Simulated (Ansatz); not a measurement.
SiC: excitons and shallow donors from band masses and screening

The calculation used DFT PBE, scalar-relativistic, plane waves, PAW (Ansatz 0.2.0).

Cutoff 420 eV; k points 12×12×6 on the computed 4-atom cell (Γ-centred); Gaussian smearing, width 0.02 eV; no spin polarisation.

Relaxed cell: P6_3mc, a = 3.092 Å, b = 3.092 Å, c = 5.074 Å, α = 90.00°, β = 90.00°, γ = 120.00°, 4 atoms in the primitive cell.

The calculation gives a Kohn–Sham gap of 2.31 eV, an electron mass of 0.36 mₑ and a hole mass of 0.726 mₑ (harmonic means over x, y, z and over the bands degenerate at each edge), and ε∞ = 7.31 (independent particles, mean of the diagonal). Masses and screening differ among the axes, which the isotropic model averages.

Problem. Estimate the binding energy and radius of a Wannier–Mott exciton and of a shallow donor, and say whether the hydrogenic model can hold.

Solution. The reduced mass is μ = mₙmₕ/(mₙ + mₕ) = 0.241 mₑ, with mₙ and mₕ the band masses. With E_b = 13.606 eV × μ/ε² and a = 0.529 Å × ε/μ (μ in mₑ) the exciton has E_b = 61 meV and a = 16.1 Å. For a donor μ is the electron mass: 92 meV and 10.8 Å. The exciton's radius is 5 times the shortest lattice vector (3.09 Å), so the continuum picture is reasonable. In a polar crystal the ions screen too, so a state bound more weakly than an optical phonon feels the larger static constant, which lowers the energy and widens the orbit. The other way, the small Kohn–Sham gap and the missing local fields make ε∞ too large and the masses tend to be too light, which underbinds. The edges lie at different points of the zone, so the exciton is indirect.